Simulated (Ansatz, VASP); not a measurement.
# CrBr2 in two plane-wave programs

One calculation is typed for both programs; each brings its own data sets. How far apart do they land? The cell is taken from a series of runs on this material, whose earlier steps may have relaxed, scaled, displaced or heated it; both programs get it as it stands. Valence electrons are named where the data sets of a main pair hold unlike numbers.

Program: Ansatz 0.2.0. Level of theory: plane waves, with VASP 6.6.1 beside it; LDA and r2SCAN. Results are calculated unless marked as measured.

## 1. The starting structure

The cell holds 3 atoms: 2 Br and 1 Cr. Its edges and angles: a = 4.168 Å, b = 4.168 Å, c = 18.016 Å, α = 90.0°, β = 90.0°, γ = 52.1°. It derives from CrBr2. As first built, before any earlier steps moved the atoms or strained the cell (in the runner's words): kind sheets cut from a layered crystal; sheets 1. Vacuum lies along c.

## 2. Ansatz: single point, LDA

Ansatz runs on its default PAW (the set named soft_2) files.

A single point takes one fixed geometry, so differences don't come from the geometry; what else differs is listed under the comparison.

File input.yaml:

```yaml
crystal:
  lattice:
    - [4.168369985, 0.0, 0.0]
    - [2.559701645, 3.289868663, 0.0]
    - [0.0, 0.0, 18.0160793074]
  atoms:
    - { symbol: Br, position: [0.526088112, 0.526088112, 0.583705207] }
    - { symbol: Br, position: [0.279810087, 0.279810087, 0.416294793] }
    - { symbol: Cr, position: [0.902949099, 0.902949099, 0.5], spin: 3.0 }
hamiltonian:
  xc: lda
  pseudopotentials: { kind: paw }
magnetization:
  spin_polarized: true
kpoints:
  mp_grid: { grid: [8, 8, 1] }
scf:
  occupations: { method: gaussian, width: 0.05 }
  n_extra_bands: 7
efield:
  axis: 3
  dipole_correction: true
  ramp_width: 0.04
output:
  forces: true
  eigenvalues: true
```

On the command line:

```bash
> ansatz run input.yaml --threads 2 --pin off --max-ram 4608MiB --backend cpu --events-out ev --progress --plain --runs-dir out
```

Numbers of over 12 decimals in the logs are rounded to 6 here.

What it wrote:

```text
scf.n_extra_bands = 7 over 14 filled bands (N_el = 28.0): the run solves 21 bands
Engine: ansatz 0.2.0, x86_64-unknown-linux-gnu
Pseudopotentials: kind: paw
Pseudopotential: Br, paw, valence charge 7, recommended cutoff 420 eV (normal), Br.paw.azcp
Pseudopotential: Cr, paw, valence charge 14, recommended cutoff 420 eV (normal), Cr.paw.azcp
Functional definition: SPW92
  exchange = slater_x
  correlation = pw_c
Crystal: 3 atoms, lattice volume = 247.062 Å³
Basis set: ecut = 420 eV, 4799 PW (Γ)
Bands: 21, of which v1, the nominal top of the filled ones, is band 14 counted from 1 (13 counted from 0)
Symmetry: 2 space group operations
k-points: 21 of 64 (time reversal used)
Non-local potential: Br, projectors of the file, l = 0: 2, l = 1: 2, l = 2: 2
Non-local potential: Cr, projectors of the file, l = 0: 3, l = 1: 2, l = 2: 3, l = 3: 1
PAW form: soft (Blöchl's): semilocal exchange-correlation on the pseudo side does not see the compensation charge
PAW frozen core: Br, regenerated for the run's functional, and the local potential with it (the file was generated under x = pbe(κ = 0.804, μ = 0.219515), c = pbe(β = 0.066725))
PAW frozen core: Cr, regenerated for the run's functional, and the local potential with it (the file was generated under x = pbe(κ = 0.804, μ = 0.219515), c = pbe(β = 0.066725))
PAW one-centre angular grid: Br, 110 points (default); XC on 64 Gauss nodes
PAW one-centre angular grid: Cr, 590 points (default); XC on 64 Gauss nodes
Initial density: superposition of atomic densities (neutral atoms: chi_scale 0, normalization atom)
Starting moments: Σ|m| = 3 μB on 1 of 3 sites
Initial wavefunctions: pseudopotential atomic-orbital guess
Functional: x = slater, c = lda
SCF iter   1: F=—  HF=-8712.159949 eV  |F-HF|=—  |Δ(HF+E_count)|=         —  Δρ=3.10e-2 (↑1.65e-2 ↓3.10e-2)  dr2=2.57e0  dr2_m=8.77e-1  M=4.000 μB ∫|m|=4.068 μB  β_m=0.90  ethr=3.10e-3  p=0.000 e·Å  D=2.94e-14 V/Å  ΔV_dip=-0.00 eV  dr2_dipole=1.92e-9  V_vac-E_F(+/−)=4.71/4.71 eV  ⟨swp⟩=8.7  Hψ=5481  notcnv=0
Mixer restart at iter 1: flushing history
efield: sawtooth ramp at fractional position 0.9800 (placed from the atoms, in the widest stretch of the axis that holds none; the zero of the levels goes with the place), width 0.0400; the density the first Hamiltonian is built on has a dipole p = 0.000 e·Å; the dipole correction subtracts the counter field D = 2.94e-14 V/Å, which shifts the + side's vacuum level by -0.00 eV against the − side's; the planar-averaged density in the ramp window peaks in size at 3.2e-6 e/Å³
preconditioner: auto → Resta (q_TF=auto, 1.898 Å⁻¹)  ε∞=2.2  [insulator: Δε(μ)=0.175 eV  Ē_g=9.806 eV  σ=0.050 eV  W_gap=0.98  n_scr=20 (ndim 8)  ℏωp=10.6 eV  f_vac=0.635  D(μ)=0.03/eV (n_scr^D=0)  ε∞_Penn≈2.2  vacuum switching on, ρ_ref=7.0e-3 e/Å³]
spin=Collinear: Resta preconditioning applied to the charge; magnetization (m = ρ↑ − ρ↓) channel mixes plain (no charge-response kernel on spin).
SCF iter   2: F=—  HF=-8711.902066 eV  |F-HF|=—  |Δ(HF+E_count)|=   2.58e-1  Δρ=9.62e-3 (↑9.25e-3 ↓9.62e-3)  dr2=2.12e-1  dr2_m=1.33e-1  M=4.000 μB ∫|m|=4.168 μB  β_m=1.00  ethr=3.10e-3  p=0.000 e·Å  D=7.15e-6 V/Å  ΔV_dip=-0.00 eV  dr2_dipole=1.31e-9  V_vac-E_F(+/−)=5.37/5.37 eV  ⟨swp⟩=3.1  Hψ=2142  notcnv=0  defer=88  κ⁻¹=1.0e0(r=1)
density mixer auto → broyden: gapped, with many states about μ (density of states about μ 0.59 of a free-electron gas's, 20 screened modes)
SCF iter   3: F=—  HF=-8711.724314 eV  |F-HF|=—  |Δ(HF+E_count)|=   1.78e-1  Δρ=3.48e-3 (↑3.33e-3 ↓3.48e-3)  dr2=5.81e-2  dr2_m=2.17e-4  M=4.000 μB ∫|m|=4.191 μB  β_m=1.00  ethr=7.56e-4  p=0.000 e·Å  D=1.05e-8 V/Å  ΔV_dip=-0.00 eV  dr2_dipole=3.17e-10  V_vac-E_F(+/−)=5.27/5.27 eV  ⟨swp⟩=2.0  Hψ=1303  notcnv=0  defer=91  κ⁻¹=4.8e-2(r=2)
SCF iter   4: F=—  HF=-8711.708702 eV  |F-HF|=—  |Δ(HF+E_count)|=   1.56e-2  Δρ=2.05e-3 (↑2.05e-3 ↓2.03e-3)  dr2=1.94e-2  dr2_m=3.72e-5  M=4.000 μB ∫|m|=4.191 μB  β_m=1.00  ethr=2.08e-4  p=0.000 e·Å  D=4.51e-6 V/Å  ΔV_dip=-0.00 eV  dr2_dipole=3.78e-10  V_vac-E_F(+/−)=5.14/5.14 eV  ⟨swp⟩=2.4  Hψ=1578  notcnv=0  defer=95  κ⁻¹=4.5e-3(r=3)
SCF iter   5: F=—  HF=-8711.705280 eV  |F-HF|=—  |Δ(HF+E_count)|=   3.42e-3  Δρ=4.79e-4 (↑4.79e-4 ↓4.71e-4)  dr2=1.06e-3  dr2_m=9.10e-6  M=4.000 μB ∫|m|=4.191 μB  β_m=1.00  ethr=6.93e-5  p=-0.000 e·Å  D=-1.83e-6 V/Å  ΔV_dip=0.00 eV  dr2_dipole=1.31e-10  V_vac-E_F(+/−)=5.02/5.02 eV  ⟨swp⟩=2.0  Hψ=1636  notcnv=0  defer=95  κ⁻¹=1.2e-4(r=4)
SCF iter   6: F=—  HF=-8711.705920 eV  |F-HF|=—  |Δ(HF+E_count)|=   6.39e-4  Δρ=1.20e-4 (↑1.20e-4 ↓1.07e-4)  dr2=7.64e-5  dr2_m=3.07e-6  M=4.000 μB ∫|m|=4.190 μB  β_m=1.00  ethr=3.77e-6  p=0.000 e·Å  D=2.22e-6 V/Å  ΔV_dip=-0.00 eV  dr2_dipole=1.24e-10  V_vac-E_F(+/−)=5.02/5.02 eV  ⟨swp⟩=2.1  Hψ=1595  notcnv=0  defer=95  κ⁻¹=1.1e-5(r=5)
SCF iter   7: F=—  HF=-8711.705962 eV  |F-HF|=—  |Δ(HF+E_count)|=   4.28e-5  Δρ=4.92e-5 (↑4.92e-5 ↓4.61e-5)  dr2=1.52e-5  dr2_m=1.03e-7  M=4.000 μB ∫|m|=4.190 μB  β_m=1.00  ethr=2.73e-7  p=-0.000 e·Å  D=-8.08e-8 V/Å  ΔV_dip=0.00 eV  dr2_dipole=1.97e-14  V_vac-E_F(+/−)=5.02/5.02 eV  ⟨swp⟩=2.4  Hψ=1391  notcnv=0  defer=95  κ⁻¹=2.5e-6(r=6)
SCF iter   8: F=—  HF=-8711.705955 eV  |F-HF|=—  |Δ(HF+E_count)|=   7.27e-6  Δρ=2.32e-5 (↑2.32e-5 ↓1.95e-5)  dr2=3.45e-6  dr2_m=7.41e-8  M=4.000 μB ∫|m|=4.190 μB  β_m=1.00  ethr=5.44e-8  p=-0.000 e·Å  D=-3.02e-7 V/Å  ΔV_dip=0.00 eV  dr2_dipole=2.25e-12  V_vac-E_F(+/−)=5.01/5.01 eV  ⟨swp⟩=1.5  Hψ=1197  notcnv=0  defer=95  κ⁻¹=7.5e-7(r=7)
SCF iter   9: F=—  HF=-8711.705954 eV  |F-HF|=—  |Δ(HF+E_count)|=   1.21e-6  Δρ=7.75e-6 (↑7.75e-6 ↓5.56e-6)  dr2=3.09e-7  dr2_m=2.37e-8  M=4.000 μB ∫|m|=4.190 μB  β_m=1.00  ethr=1.23e-8  p=-0.000 e·Å  D=-2.38e-8 V/Å  ΔV_dip=0.00 eV  dr2_dipole=2.38e-15  V_vac-E_F(+/−)=5.01/5.01 eV  ⟨swp⟩=2.1  Hψ=1345  notcnv=0  defer=95  κ⁻¹=2.4e-8(r=8)
SCF iter  10: F=—  HF=-8711.705954 eV  |F-HF|=—  |Δ(HF+E_count)|=   2.16e-7  Δρ=3.06e-6 (↑3.06e-6 ↓2.45e-6)  dr2=5.15e-8  dr2_m=1.20e-9  M=4.000 μB ∫|m|=4.190 μB  β_m=1.00  ethr=1.10e-9  p=0.000 e·Å  D=1.26e-8 V/Å  ΔV_dip=-0.00 eV  dr2_dipole=7.65e-16  V_vac-E_F(+/−)=5.01/5.01 eV  ⟨swp⟩=2.5  Hψ=1449  notcnv=0  defer=95  κ⁻¹=5.3e-8(r=8)
SCF iter  11: F=—  HF=-8711.705954 eV  |F-HF|=—  |Δ(HF+E_count)|=   5.86e-8  Δρ=1.47e-6 (↑1.47e-6 ↓1.14e-6)  dr2=1.36e-8  dr2_m=3.32e-10  M=4.000 μB ∫|m|=4.190 μB  β_m=1.00  ethr=1.84e-10  p=0.000 e·Å  D=2.40e-8 V/Å  ΔV_dip=-0.00 eV  dr2_dipole=2.15e-15  V_vac-E_F(+/−)=5.01/5.01 eV  ⟨swp⟩=2.0  Hψ=1369  notcnv=0  defer=95  κ⁻¹=2.6e-7(r=8)
iter 12 did not close the SCF: its close was put off for the exchange–correlation potential of the local minority spin (scf_convergence_deferred on its scf_iter line)
SCF iter  12: F=-8711.705954 eV  HF=-8711.705954 eV  |F-HF|=2.24e-10  |Δ(HF+E_count)|=   1.11e-8  Δρ=3.28e-7 (↑2.05e-7 ↓3.28e-7)  dr2=9.56e-10  dr2_m=3.48e-11  M=4.000 μB ∫|m|=4.190 μB  β_m=1.00  ethr=4.84e-11  p=0.000 e·Å  D=1.49e-8 V/Å  ΔV_dip=-0.00 eV  dr2_dipole=7.13e-17  V_vac-E_F(+/−)=5.01/5.01 eV  ⟨swp⟩=8.3  Hψ=3933  notcnv=0  κ⁻¹=3.9e-8(r=8)
iter 13 met the thresholds in force, and the SCF goes on: an eigenvalue changes by 1.76 meV, over its tolerance of 1.00 meV (output.eigenvalues, Limitations)
SCF iter  13: F=-8711.705954 eV  HF=-8711.705954 eV  |F-HF|=3.46e-11  |Δ(HF+E_count)|=   1.46e-8  Δρ=1.58e-7 (↑1.58e-7 ↓1.51e-7)  dr2=2.94e-10  dr2_m=8.41e-13  M=4.000 μB ∫|m|=4.190 μB  β_m=1.00  ethr=3.42e-12  p=0.000 e·Å  D=1.12e-8 V/Å  ΔV_dip=-0.00 eV  dr2_dipole=9.37e-18  V_vac-E_F(+/−)=5.01/5.01 eV  ⟨swp⟩=1.9  Hψ=2591  notcnv=0  κ⁻¹=1.2e-7(r=8)
SCF iter  14: F=-8711.705954 eV  HF=-8711.705954 eV  |F-HF|=1.64e-11  |Δ(HF+E_count)|=  6.37e-11  Δρ=7.71e-8 (↑7.71e-8 ↓7.66e-8)  dr2=5.48e-11  dr2_m=7.71e-13  M=4.000 μB ∫|m|=4.190 μB  ethr=1.05e-12  p=0.000 e·Å  D=8.46e-9 V/Å  ΔV_dip=-0.00 eV  dr2_dipole=3.19e-17  V_vac-E_F(+/−)=5.01/5.01 eV  ⟨swp⟩=1.0  Hψ=2069  notcnv=0
SCF 1 converged in 14 iterations: F = -8711.705954 eV  dr2 = 5.48e-11
  greatest PAW one-centre occupation: 1.000 electrons in one spin orbital (limit 2), on the Cr atom at site 2 (counted from 0), in its partial waves of l = 0
this state was not tested for a lower state beside it, because the mixer in use, unlike msr1, does not test its closes by its own steps (another_mixer; see scf.mixing.algorithm and scf.lower_state_search)
SCF converged after 14 iterations
an eigenvalue changed by more than its tolerance at an iteration that met the thresholds in force, so the SCF went on 1 time: the last check found none over its tolerance
Magnetization: 4.0000 μB (16.0000 up, 12.0000 down)
Absolute magnetization: 4.1863 μB (∫|ρ↑−ρ↓|, with the PAW one-centre terms)
Spin contamination: 0.0373 ħ² per cell (⟨S²⟩ above its minimum at these occupations)
Per-site moments (μB) at R_I (Å): [(-0.013086, 1.049847), (-0.013086, 1.049847), (3.487119, 1.049847)]
Free energy (F): -8711.705954 eV
Harris-Foulkes:  -8711.705954 eV  (|F-HF|=1.64e-11)
Internal energy: -8711.705954 eV  (E = F + TS)
E sigma→0 (E₀):  -8711.705954 eV
Fermi energy:    -1.540542 eV
Dipole field:    D = 0.000000 V/Å  (p = 0.000000 e·Å, saw-weighted, corrected)
Work function:   Φ+ = 5.0095 eV   Φ− = 5.0095 eV
Levels:          The Fermi level and band energies are counted from a zero that moves with the ramp; work functions are not
--- Per-component energies (eV) ---
  E_band       = -551.741259
  E_kinetic    = 607.080898
  E_local      = -11785.643664  (includes V_loc(G=0)·N_el)
  E_nonlocal   = 233.583704
  E_hartree    = 5523.141525
  E_xc         = -656.663990
  E_vxc        = -381.896921  (∫ρ·V_xc dr)
  E_paw        = -5467.414346  (= ΣΔE_a)
  E_vpaw       = -271.147960  (= ΣTr[D̂ρ^β])
  E_aug_tail   = 0.000327  (compensation charges beyond the density's cutoff)
  E_efield     = 0.000000  (sawtooth field / dipole correction)
  E_vefield    = 0.000000  (∫n·V_field dr)
  E_ewald      = 2833.431445
  E_core_change = 0.778147  (= ΣΔE_core)
  E_smearing   = -0.000000  (= −TS)
  E_closure    = 0.000000  (closes the sum)
  Σ components = -8711.705954   (vs F -8711.705954, Δ=0.00e0)
--- Forces (eV/Å), atoms counted from 1 ---
  atom   1  Br    -0.16379626    -0.08009252    -0.63155814
  atom   2  Br     0.16379693     0.08009285     0.63155939
  atom   3  Cr    -0.00000685    -0.00000335     0.00000001
  max |Σ_I F_I| component: 6.18e-6 eV/Å
--- Band table (eV; the first three rows and the last of 42) ---
  k-point 0 ↑: bands = [... 10 lower, -4.2250, -4.2101, -3.1760, -2.7777, -2.6676, -1.8284, -0.8489, 0.9824, ... 3 higher]
  k-point 1 ↑: bands = [... 10 lower, -4.5230, -4.4267, -2.9091, -2.7480, -2.5395, -1.9364, -1.1494, 1.5089, ... 3 higher]
  k-point 2 ↑: bands = [... 10 lower, -4.8198, -4.5945, -2.7932, -2.6760, -2.4101, -2.0347, -1.2995, 2.3989, ... 3 higher]
  k-point 20 ↓: bands = [... 10 lower, -4.8074, -4.5475, -0.6169, 0.6263, 0.8102, 0.9289, 1.2011, 3.1307, ... 3 higher]
```

(Part 1 of 2 ends here.)

[Lines on the potential files, build, host, timing and source positions are cut from VASP's logs without a mark.]

[Logs are printed without paths, hosts, clocks, repeated set-up lines and the standing remarks that a program may print on its own settings, such as how far it seeks lower states.]

[Hosts, paths, dates, database ids (printed as entryN), source tags and the programs' standing remarks are cut or masked in the printed files.]
